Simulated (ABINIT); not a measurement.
Crystal: PtS2.

```
Pt S
1.0
     3.54320    0.00000    0.00000
    -1.77160    3.06850    0.00000
     0.00000    0.00000    5.03880
Pt S
1 2
Cartesian
  0.0000 0.0000 0.0000
  1.7716 1.0228 3.8950
  0.0000 2.0457 1.1438
```

Base run:

```yaml
Program: ABINIT 10.8.3 (patched build)
Functional: PBE
Potentials_or_basis: SPMS NC PBE v1.0
Cutoff: 490 eV
k_mesh: 6 × 6 × 4
Occupations: fixed
Spin: no spin polarisation
```

Its results: band gap on the k mesh 0.97 eV, indirect (least direct gap 1.49 eV); pressure 11.0 GPa; largest force 1.255 eV/Å.

Task: The run is repeated on the same cell with these changes: functional from PBE to HSE06. What comes out?

Result: Band gap on the k mesh 1.70 eV, indirect (least direct gap 2.26 eV); pressure 7.2 GPa; largest force 0.996 eV/Å.

HSE06 gives the wider gap, since exact exchange removes part of the self-interaction.

Caveats: spin-orbit coupling is left out, which moves the levels of the heavy elements; forces of over 1 eV/Å show positions far from the minimum, so gaps and moduli don't describe the material at rest (some runs); Libxc's HSE differs a little from that of other programs (some runs); the potentials were made for another functional, which shifts forces and pressure (some runs).

A k mesh can miss the band edges.
